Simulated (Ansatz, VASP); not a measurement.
Y: VASP beside Ansatz

```xyz
4
Lattice="3.6425 0.0000 0.0000 -1.8213 3.1545 0.0000 0.0000 0.0000 11.8441" Properties=species:S:1:pos:R:3 pbc="T T T"
Y     1.8213    1.0515    8.8831
Y     0.0000    0.0000    5.9221
Y     0.0000    2.1030    2.9610
Y     0.0000    0.0000    0.0000
```

Alike in both runs: task single point; functional PBE; k mesh 8 × 8 × 3; occupations fermi-dirac, width 0.05 eV; no spin polarisation.

|  | VASP | Ansatz |
| --- | --- | --- |
| version | VASP 6.6.1 | Ansatz 0.2.0 |
| potentials or method | VASP PAW PBE potentials, release 64 (Y_sv) | Ansatz PAW |
| plane-wave cutoff (eV) | 520 | 420 |
| valence electrons in the cell | 44 | 44 |

```tsv
	VASP	Ansatz	Ansatz less VASP
gap on the k mesh at the Fermi level (eV)	none	none	-
pressure (GPa)	-1.8	-1.7	+0.10
largest component of the traceless stress (GPa)	0.38	0.38	+0.005
```

A gap of «none» marks a metal or a gap that the smearing closes. With one functional, cell and mesh, what is left measures potentials, basis and numerics.
